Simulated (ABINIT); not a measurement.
Runs of ABINIT 10.8.3 (patched build) on GaN. Symmetry: P6_3mc, No. 186, hexagonal system. The conventional cell has a = 3.212 Å, b = 3.212 Å, c = 10.357 Å, α = 90.00°, β = 90.00°, γ = 120.00°. Ga (site symmetry 3m) is surrounded by 4 N at 1.95 to 2.00 Å. Ga (site symmetry 3m) is surrounded by 3 N at 1.94 Å. Around N (site symmetry 3m) lie 4 Ga at 1.94 to 2.00 Å. Around N (site symmetry 3m) lie 3 Ga at 1.95 Å. The cell is a database's computed one.

```tsv
level	potentials or basis	k mesh	cutoff (eV)	fine-grid cutoff	gap on the mesh (eV)	pressure (GPa)	largest force (eV/Å)
LDA	JTH PAW LDA v2.0	6 × 6 × 2	680	1278.94 eV	0.82	-	0.23
PBE	JTH PAW PBE v2.0	6 × 6 × 2	707	1306.15 eV	0.81	(a)	0.35
PBEsol	JTH PAW PBE v2.0	6 × 6 × 2	707	1306.15 eV	0.77	-5.6	(b)
PBE	JTH PAW PBE v2.0	8 × 8 × 2	707	1306.15 eV	0.81	0.3	0.35
LDA	JTH PAW LDA v2.0	8 × 8 × 2	680	1278.94 eV	0.82	-	0.23
```

Alike in all rows: task single point; no spin polarisation; cell as given; smearing fermi-dirac 0.05 eV.

Q: Estimate the missing entries.

A: (a) 0.2; (b) 0.27.

Caveats: the PAW data sets were made with another functional, which shifts forces and pressure a little (some runs).

A k mesh can miss the band edges, and the runs leave out spin-orbit coupling on Ga.
